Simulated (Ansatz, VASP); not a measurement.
## One calculation of TiB2, two programs

```
Ti B
1.0
     2.59300    0.00000    0.00000
    -1.29650    2.24560    0.00000
     0.00000    0.00000    2.61177
Ti B
1 2
Direct
  0.00000 0.00000 0.00000
  0.33333 0.66667 0.50000
  0.66667 0.33333 0.50000
```

Change from the starting cell: volume scaled by 0.62, crystal datasets.

Alike in both runs: task single point; functional LDA; k mesh 11 × 11 × 9; occupations fermi-dirac, width 0.1 eV; no spin polarisation.

|  | VASP | Ansatz |
| --- | --- | --- |
| version | VASP 6.6.1 | Ansatz 0.2.0 |
| potentials or method | VASP PAW LDA potentials, release 64 (Ti_sv, B), cutoff 520 eV | all-electron PAW with datasets made for the crystal, scalar-relativistic |

|  | VASP | Ansatz | Ansatz less VASP |
| --- | --- | --- | --- |
| pressure (GPa) | 330.2 | 330.7 | +0.50 |
| largest component of the traceless stress (GPa) | 0.67 | 0.20 | -0.470 |

Ansatz ran all-electron here, so the differences hold the error of VASP's frozen core and of both bases.

Caveats: the cell as given lies far from equilibrium; so large a pressure means that the cell lies far from this level's equilibrium, or that cutoff or potentials fall short (VASP).
